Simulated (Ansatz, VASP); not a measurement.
# MgI2 in two plane-wave programs

Wanted: the spread between two codes on one cell, functional and k mesh.

Calculated with Ansatz 0.2.0; plane waves, with VASP 6.6.1 beside it; single point at PBE.

The database entry behind the starting cell has ideal inner coordinates that were not refined, so it need not match the best structure at ambient conditions.

## 1. Starting point

Symmetry: P-3m1, No. 164, trigonal system. Conventional cell: a = 4.140 Å, b = 4.140 Å, c = 6.880 Å, α = 90.00°, β = 90.00°, γ = 120.00°. Nearest to I lie 3 Mg at 2.94 Å. Nearest to Mg lie 6 I at 2.94 Å. Farther neighbours and most contacts between anions are not listed.

## 2. VASP: single point, PBE

A single point gives forces, pressure and levels at one fixed geometry, so differences don't come from the geometry; what else differs is listed under the comparison.

Lines of VASP's logs that name or quote its potential files are left out, and so is its time.

The input, INCAR:

```
SYSTEM = MgI2
PREC = Accurate
ENCUT = 400
EDIFF = 1E-06
NELM = 100
ISMEAR = -1
SIGMA = 0.05
LREAL = .FALSE.
ALGO = Normal
GGA = PE
LORBIT = 11
LWAVE = .FALSE.
LCHARG = .TRUE.
ISIF = 2
LELF = .TRUE.
LVHAR = .TRUE.
```

The input, POSCAR:

```
MgI2
1.0
    4.1400000000      0.0000000000      0.0000000000
   -2.0700000000      3.5853451717      0.0000000000
    0.0000000000      0.0000000000      6.8800000000
I Mg
2 1
Direct
    0.6666666667      0.3333333333      0.7500000000
    0.3333333333      0.6666666667      0.2500000000
    0.0000000000      0.0000000000      0.0000000000
```

The input, KPOINTS:

```
Automatic mesh
0
Gamma
8 8 4
0 0 0
```

The projector-augmented-wave data sets are I and Mg (PBE family, release 64).

Run with:

```console
$ mpirun -np 1 vasp_std
```

Numbers of over 12 decimals in the logs are rounded to 6 here.

Log:

```text
[banner, memory and clock lines left out]
running    1 mpi-ranks, on    1 nodes
 distrk:  each k-point on    1 cores,    1 groups
 distr:  one band on    1 cores,    1 groups

 POSCAR found type information on POSCAR I Mg
 POSCAR found :  2 types and       3 ions
 LDA part: xc-table for (Slater+PW92), standard interpolation
 POSCAR, INCAR and KPOINTS ok, starting setup
 FFT: planning ... GRIDC
 FFT: planning ... GRID_SOFT
 FFT: planning ... GRID
 WAVECAR not read
 entering main loop
       N       E                     dE             d eps       ncg     rms          rms(c)
DAV:   1     0.699276190732E+02    0.69928E+02   -0.51229E+03   840   0.844E+02
DAV:   2    -0.251355477548E+01   -0.72441E+02   -0.67256E+02  1224   0.140E+02
DAV:   3    -0.774382508276E+01   -0.52303E+01   -0.51998E+01  1044   0.449E+01
DAV:   4    -0.784113214505E+01   -0.97307E-01   -0.97290E-01  1108   0.769E+00
DAV:   5    -0.784237118435E+01   -0.12390E-02   -0.12390E-02  1060   0.845E-01    0.402E+00
DAV:   6    -0.770777372375E+01    0.13460E+00   -0.15364E-01   896   0.219E+00    0.276E+00
DAV:   7    -0.768186308920E+01    0.25911E-01   -0.13874E-01   976   0.212E+00    0.749E-01
DAV:   8    -0.768015540203E+01    0.17077E-02   -0.91618E-03   924   0.599E-01    0.269E-01
DAV:   9    -0.768030454006E+01   -0.14914E-03   -0.11409E-03  1044   0.245E-01    0.104E-01
DAV:  10    -0.768029155882E+01    0.12981E-04   -0.30152E-05  1012   0.473E-02    0.484E-02
DAV:  11    -0.768029561338E+01   -0.40546E-05   -0.16205E-05   992   0.295E-02    0.291E-02
DAV:  12    -0.768029635222E+01   -0.73884E-06   -0.11764E-06   756   0.724E-03
   1 F= -.76802964E+01 E0= -.76802964E+01  d E =-.837906E-10
```

OUTCAR, selected parts (step 2):

```text
ion  position               nearest neighbor table
   1  0.667  0.333  0.750-   3 2.94   3 2.94   3 2.94
   2  0.333  0.667  0.250-   3 2.94   3 2.94   3 2.94
   3  0.000  0.000  0.000-   1 2.94   2 2.94   1 2.94   2 2.94   1 2.94   2 2.94

  LATTYP: Found a hexagonal cell.
 ALAT       =     4.1400000000
 C/A-ratio  =     1.6618357488

 Subroutine GETGRP returns: Found 12 space group operations
 (whereof 12 operations were pure point group operations)

The static configuration has the point symmetry D_3d.

 Found     35 irreducible k-points:

   k-points           NKPTS =     35   k-points in BZ     NKDIM =     35   number of bands    NBANDS=     12

   dimension x,y,z NGX =    28 NGY =   28 NGZ =   48
   dimension x,y,z NGXF=    56 NGYF=   56 NGZF=   96

   ENCUT  =  400.0 eV  29.40 Ry    5.42 a.u.   6.75  6.75 11.22*2*pi/ulx,y,z

   NELECT =      16.0000    total number of electrons

 k-points in reciprocal lattice and weights: Automatic mesh
   0.00000000  0.00000000  0.00000000       0.004
   0.12500000 -0.00000000  0.00000000       0.023
   0.25000000 -0.00000000  0.00000000       0.023
   0.37500000 -0.00000000  0.00000000       0.023
   0.50000000 -0.00000000  0.00000000       0.012
   0.12500000  0.12500000  0.00000000       0.023
   0.25000000  0.12500000  0.00000000       0.047
   0.37500000  0.12500000  0.00000000       0.047
   0.25000000  0.25000000  0.00000000       0.023
[...]
0.25000000  0.25000000  0.50000000       0.023
   0.37500000  0.25000000  0.50000000       0.023

 average (electrostatic) potential at core
       1 -92.2925       2 -92.2925       3 -38.8357

 E-fermi :   3.3984

 k-point     1 :       0.0000    0.0000    0.0000
  band No.  band energies     occupation
    ...
      4       1.9869      2.00000
      5       1.9869      2.00000
      6       2.3314      2.00000
      7       2.3518      2.00000
      8       2.3518      2.00000
      9       5.9769      0.00000
     10       7.2039      0.00000
     11       9.1436      0.00000
     12       9.1436      0.00000

 k-point     2 :       0.1250   -0.0000    0.0000
  band No.  band energies     occupation
    ...
      4       1.3645      2.00000
      5       1.7841      2.00000
      6       1.7946      2.00000
      7       2.2782      2.00000
      8       2.3223      2.00000
      9       6.5838      0.00000
     10       7.7510      0.00000
     11       8.5257      0.00000
     12       9.3535      0.00000

 k-point     3 :       0.2500   -0.0000    0.0000
  band No.  band energies     occupation
    ...
      4       0.2511      2.00000
      5       0.8335      2.00000
      6       1.4441      2.00000
      7       2.0822      2.00000
      8       2.1793      2.00000
      9       6.8390      0.00000
     10       7.7571      0.00000
     11       8.6203      0.00000
     12       9.4416      0.00000

  Total        0.4911229      0.4911229      0.1354055     -0.0000000     -0.0000000     -0.0000000
  in kB        7.7051482      7.7051482      2.1243557     -0.0000000     -0.0000000     -0.0000000
  external PRESSURE =       5.8448840 kB  Pullay stress =       0.0000000 kB

  energy-cutoff  :      400.00
  volume of cell :      102.12
      direct lattice vectors                 reciprocal lattice vectors
     4.140000000  0.000000000  0.000000000     0.241545894  0.139456587  0.000000000
    -2.070000000  3.585345172  0.000000000     0.000000000  0.278913174  0.000000000
     0.000000000  0.000000000  6.880000000     0.000000000  0.000000000  0.145348837

 POSITION                                       TOTAL-FORCE (eV/Angst)
 -----------------------------------------------------------------------------------
      2.07000      1.19512      5.16000        -0.000000     -0.000000      0.254301
     -0.00000      2.39023      1.72000         0.000000      0.000000     -0.254301
      0.00000      0.00000      0.00000         0.000000      0.000000      0.000000
 -----------------------------------------------------------------------------------
    total drift:                                0.000000     -0.000000     -0.000000

  FREE ENERGIE OF THE ION-ELECTRON SYSTEM (eV)
  ---------------------------------------------------
  free  energy   TOTEN  =        -7.6802963522 eV

  energy  without entropy=       -7.6802963521  energy(sigma->0) =       -7.68029635

 total charge
# of ion       s       p       d       tot
------------------------------------------
    1        1.507   2.817   0.013   4.337
    2        1.507   2.817   0.013   4.337
    3        0.138   0.108   0.027   0.272
--------------------------------------------------
tot          3.152   5.742   0.052   8.946

[... 3 further parts left out ...]
```

The run ends at a pressure of 0.58 GPa, with forces up to 0.25 eV/Å.

## 3. Ansatz: single point, PBE

Ansatz runs on its default PAW (the set named soft_2) files.

The same cell, functional, mesh and smearing now go to Ansatz, which takes its cutoff from its data sets.

The input, input.yaml:

```yaml
crystal:
  lattice:
    - [4.14, 0.0, 0.0]
    - [-2.07, 3.5853451717, 0.0]
    - [0.0, 0.0, 6.88]
  atoms:
    - { symbol: I, position: [0.6666666667, 0.3333333333, 0.75] }
    - { symbol: I, position: [0.3333333333, 0.6666666667, 0.25] }
    - { symbol: Mg, position: [0.0, 0.0, 0.0] }
hamiltonian:
  xc: pbe
  pseudopotentials: { kind: paw }
kpoints:
  mp_grid: { grid: [8, 8, 4] }
scf:
  occupations: { method: fermi_dirac, width: 0.05 }
  n_extra_bands: 4
output:
  forces: true
  stress: true
  eigenvalues: true
```

Run with:

```console
$ ansatz run input.yaml --threads 2 --pin off --max-ram 4608MiB --backend cpu --events-out ev --progress --plain --runs-dir out
```

Log:

```text
scf.n_extra_bands = 4 over 22 filled bands (N_el = 44.0): the run solves 26 bands
Engine: ansatz 0.2.0, aarch64-unknown-linux-gnu
Pseudopotentials: kind: paw
Pseudopotential: I, paw, valence charge 17, recommended cutoff 420 eV (normal), I.paw.azcp
Pseudopotential: Mg, paw, valence charge 10, recommended cutoff 420 eV (normal), Mg.paw.azcp
Functional definition: PBE
  parameter kappa = 0.804
  parameter beta = 0.066725
  exchange = pbe_x(kappa = kappa, mu = beta*pi^2/3)
  correlation = pbe_c(beta = beta)
Crystal: 3 atoms, lattice volume = 102.122 Å³
Basis set: ecut = 420 eV, 1979 PW (Γ), exchange–correlation on 60×60×96 points (8 copies of the dense FFT grid, shifted against one another)
Bands: 26, of which v1, the nominal top of the filled ones, is band 22 counted from 1 (21 counted from 0)
Symmetry: 12 space group operations
Space group: P-3m1 (ITA 164), of the structure as read, at distance tolerance 4.7e-5 Å
k-points: 35 of 256
Non-local potential: I, projectors of the file, l = 0: 2, l = 1: 2, l = 2: 2, l = 3: 2
Non-local potential: Mg, projectors of the file, l = 0: 3, l = 1: 2, l = 2: 1
PAW form: soft (Blöchl's): semilocal exchange-correlation on the pseudo side does not see the compensation charge
PAW one-centre angular grid: I, 590 points (default); XC on 64 Gauss nodes
PAW one-centre angular grid: Mg, 110 points (default); XC on 64 Gauss nodes
Initial density: superposition of atomic densities (neutral atoms: chi_scale 0, normalization atom), corrected by the library's trained network
Initial wavefunctions: pseudopotential atomic-orbital guess
Functional: x = pbe(κ = 0.804, μ = 0.219515), c = pbe(β = 0.066725)
SCF iter   1: F=—  HF=-16952.766280 eV  |F-HF|=—  |Δ(HF+E_count)|=         —  Δρ=6.73e-4  dr2=3.67e-4  ethr=1.77e-3  ⟨swp⟩=7.3  Hψ=4349  notcnv=0
preconditioner: auto → Resta (q_TF=auto, 2.371 Å⁻¹)  ε∞=3.3  [insulator: Δε(μ)=3.481 eV  Ē_g=9.794 eV  σ=0.050 eV  W_gap=1.00  n_scr=22 (ndim 8)  ℏωp=14.7 eV  f_vac=0.077  D(μ)=0.00/eV (n_scr^D=0)  ε∞_Penn≈3.3]
SCF iter   2: F=—  HF=-16952.765616 eV  |F-HF|=—  |Δ(HF+E_count)|=   6.64e-4  Δρ=4.81e-4  dr2=4.30e-4  ethr=8.34e-7  ⟨swp⟩=3.1  Hψ=2090  notcnv=0
SCF iter   3: F=—  HF=-16952.765619 eV  |F-HF|=—  |Δ(HF+E_count)|=   2.69e-6  Δρ=2.12e-4  dr2=4.79e-5  ethr=8.34e-7  ⟨swp⟩=2.2  Hψ=1245  notcnv=0
SCF iter   4: F=—  HF=-16952.765677 eV  |F-HF|=—  |Δ(HF+E_count)|=   5.83e-5  Δρ=5.89e-5  dr2=3.48e-6  ethr=1.09e-7  ⟨swp⟩=3.0  Hψ=1709  notcnv=0
SCF iter   5: F=—  HF=-16952.765682 eV  |F-HF|=—  |Δ(HF+E_count)|=   5.11e-6  Δρ=2.92e-5  dr2=1.76e-6  ethr=7.92e-9  ⟨swp⟩=2.0  Hψ=1507  notcnv=0
SCF iter   6: F=—  HF=-16952.765683 eV  |F-HF|=—  |Δ(HF+E_count)|=   3.60e-7  Δρ=7.28e-6  dr2=1.04e-7  ethr=4.00e-9  ⟨swp⟩=3.0  Hψ=1620  notcnv=0
SCF iter   7: F=-16952.765683 eV  HF=-16952.765683 eV  |F-HF|=2.47e-9  |Δ(HF+E_count)|=   9.05e-8  Δρ=1.62e-6  dr2=2.70e-9  ethr=2.27e-10  ⟨swp⟩=6.9  Hψ=3865  notcnv=0
SCF 1 converged in 7 iterations: F = -16952.765683 eV  dr2 = 2.70e-9
  greatest PAW one-centre occupation: 1.000 electrons in one spin orbital (limit 2), on the Mg atom at site 2 (counted from 0), in its partial waves of l = 0
SCF converged after 7 iterations
Free energy (F): -16952.765683 eV
Harris-Foulkes:  -16952.765683 eV  (|F-HF|=2.47e-9)
Internal energy: -16952.765683 eV  (E = F + TS)
E sigma→0 (E₀):  -16952.765683 eV
Fermi energy:    6.717966 eV
--- Per-component energies (eV) ---
  E_band       = -1121.529534
  E_kinetic    = 453.622042
  E_local      = -5732.974846  (includes V_loc(G=0)·N_el)
  E_nonlocal   = -85.770742
  E_hartree    = 2700.935705
  E_xc         = -285.121955
  E_vxc        = -294.631870  (∫ρ·V_xc dr)
  E_paw        = -9926.203090  (= ΣΔE_a)
  E_vpaw       = -863.643888  (= ΣTr[D̂ρ^β])
  E_aug_tail   = -0.000018  (compensation charges beyond the density's cutoff)
  E_ewald      = -4077.252780
  E_smearing   = -0.000000  (= −TS)
  E_closure    = 0.000000  (closes the sum)
  Σ components = -16952.765683   (vs F -16952.765683, Δ=0.00e0)
--- Forces (eV/Å), atoms counted from 1 ---
  atom   1  I      0.00000000    -0.00000000     0.24537453
  atom   2  I      0.00000000     0.00000000    -0.24537453
  atom   3  Mg     0.00000000     0.00000000     0.00000000
  max |Σ_I F_I| component: 2.78e-17 eV/Å
--- Stress (GPa, compression-positive) ---
        0.835180      -0.000000      -0.000000
        0.000000       0.835180       0.000000
        0.000000       0.000000       0.273812
  P = ⅓ Tr σ = 0.6481 GPa (6.481 kbar)
--- Band table (eV; the first three rows and the last of 35) ---
  k-point 0: bands = [... 18 lower, 4.6005, 4.9421, 4.9658, 4.9658, 8.6077, 9.8332, 11.7907, 11.7907]
  k-point 1: bands = [... 18 lower, 4.6464, 4.6464, 4.9178, 4.9178, 9.1700, 9.8811, 11.6819, 11.6819]
  k-point 2: bands = [... 18 lower, 4.7225, 4.7225, 4.8396, 4.8396, 9.6765, 9.9013, 11.5920, 11.5920]
  k-point 34: bands = [... 18 lower, 2.5436, 2.9402, 4.3727, 4.4146, 9.4844, 10.5460, 10.7503, 12.3171]
```

It took 4.4 s on 2 threads of Arm Neoverse N1, shared host; peak memory 0.38 GiB; 8.3 s of CPU time.

The column dr2 measures how far the density is from self-consistency, as an energy; F and HF (Harris–Foulkes) agree once it is small.

The run ends at a pressure of 0.65 GPa, with forces up to 0.25 eV/Å.

## 4. Side by side

Known differences besides the potentials themselves: the data sets hold 44 valence electrons in Ansatz (default PAW (the set named soft_2) files) and 16 in VASP; the cutoff is 420 eV in Ansatz and 400 eV in VASP; VASP leaves aspherical gradient terms in its spheres out (LASPH is not set), Ansatz keeps them. Total energies have different zeros and are not compared.

Compared:

| quantity | Ansatz | VASP | difference |
| --- | --- | --- | --- |
| pressure (GPa) | 0.65 | 0.58 | +0.06 |
| gap on the k mesh (eV) | 3.492 | 3.474 | +0.018 |

Forces (eV/Å; atoms numbered as in POSCAR):

| atom | Ansatz x, y, z | VASP x, y, z |
| --- | --- | --- |
| I1 | 0.000, 0.000, 0.245 | 0.000, 0.000, 0.254 |
| I2 | 0.000, 0.000, -0.245 | 0.000, 0.000, -0.254 |
| Mg3 | 0.000, 0.000, 0.000 | 0.000, 0.000, 0.000 |

The forces differ by 4.2 meV/Å r.m.s., which is 3.5 % of the r.m.s. force of 0.12 eV/Å (both taken over all components). A gap on the mesh is an upper bound, since the band edges may lie between its points. Ansatz's pressure holds a Pulay correction of 0.01 GPa; VASP's holds none.

## 5. Summary of results

```yaml
r_m_s_force_difference_single_point_pbe: 4.2 meV/Å
```

**Reading.** The r.m.s. force difference is 4.2 meV/Å (single point, PBE), within the 12 meV/Å picked in this series as the mark of a large difference. 1 further run of this series is not shown here. How closely two codes agree says nothing of how well the functional describes the real material.

[Lines on the potential files, build, host, timing and source positions are cut from VASP's logs without a mark.]

[Logs are printed without paths, hosts, clocks, repeated set-up lines and the standing remarks that a program may print on its own settings, such as how far it seeks lower states.]

[Hosts, paths, dates, database ids (printed as entryN), source tags and the programs' standing remarks are cut or masked in the printed files.]
